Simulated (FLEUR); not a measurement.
## Ta2N: equation of state with RPBE+U

Ta2N:

```
Ta N
1.0
     3.11286    0.00000    0.00000
    -1.55643    2.69582    0.00000
     0.00000    0.00000    4.86984
Ta N
2 1
Direct
  0.33333 0.66667 0.25471
  0.66667 0.33333 0.74529
  0.00000 0.00000 0.00000
```

The cell comes from a database or a generator and needn't be the stable form of this composition.

```
Program             : FLEUR MaX-R8.1 (later development tree)
Task                : equation of state
Functional          : RPBE
Potentials or basis : all-electron
Basis               : FLAPW
Kmax                : 4.93 1/bohr
k mesh              : 10 × 10 × 6
Occupations         : gaussian, width 0.1 eV
Spin                : no spin polarisation
Hubbard terms       : Ta d U = 3.5 eV, J = 0.9 eV
```

- Equilibrium volume: 14.04 Å³/atom
- Bulk modulus at fixed shape and positions: 263 GPa
- Pressure derivative of the bulk modulus: 4.2 (rough: it moves with the points fitted)

Energy against volume, from the lowest point:
| volume (Å³/atom) | energy (meV/atom) |
| --- | --- |
| 12.805 | 104.25 |
| 13.077 | 60.80 |
| 13.622 | 9.99 |
| 14.167 | 0.00 |
| 14.439 | 7.80 |

Caveat: the cell was scaled at fixed shape and fractional positions, which overstates the stiffness of a crystal with free parameters, most of all of layers and chains. The run has no spin-orbit coupling, so splittings on Ta are missing.
